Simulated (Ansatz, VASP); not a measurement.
One calculation of BAs2, two programs

```
B As
1.0
     2.93186    0.00000    0.00000
     0.00000    2.93186    0.00000
     0.00000    0.00000    6.04917
B As
1 2
Direct
  0.00000 0.00000 0.00000
  0.50000 0.50000 0.29500
  0.50000 0.50000 0.70500
```

Change from the starting cell: species swapped into the Ga2Cu type (P4/mmm, No. 123).

Alike in both runs: task relaxation of cell and atoms; functional PBE; k mesh 6 × 6 × 4; occupations gaussian, width 0.1 eV; no spin polarisation.

|  | VASP | Ansatz |
| --- | --- | --- |
| version | VASP 6.6.1 | Ansatz 0.2.0 |
| potentials or method | VASP PAW PBE potentials, release 64 (B, As) | scalar-relativistic, plane waves, PAW |
| plane-wave cutoff (eV) | 600 | 420 |
| valence electrons in the cell | 13 | 33 |

Ansatz gave:

| Property | Result |
| --- | --- |
| gap on the k mesh at the Fermi level, each at its own relaxed structure (eV) | none |
| relaxed volume (Å³/atom) | 19.44 |
| relaxed cell length with the largest relative difference (Å) | 6.320 |
| energy change over the relaxation (meV/atom) | -415 |

Q: Which values does VASP return?

A: gap on the k mesh at the Fermi level, each at its own relaxed structure (eV): none; relaxed volume (Å³/atom): 20.09; relaxed cell length with the largest relative difference (Å): 6.520; energy change over the relaxation (meV/atom): -411.

A gap of «none» marks a metal or a gap that the smearing closes. The two sets of potentials don't hold the same shells in valence.

Caveats: the volume moved by over 15 % at a fixed basis, so the end points are rough (VASP); this functional lacks dispersion, which binds the layers, so the pressure and a relaxed spacing across them are unreliable, and here the layers came unbound.
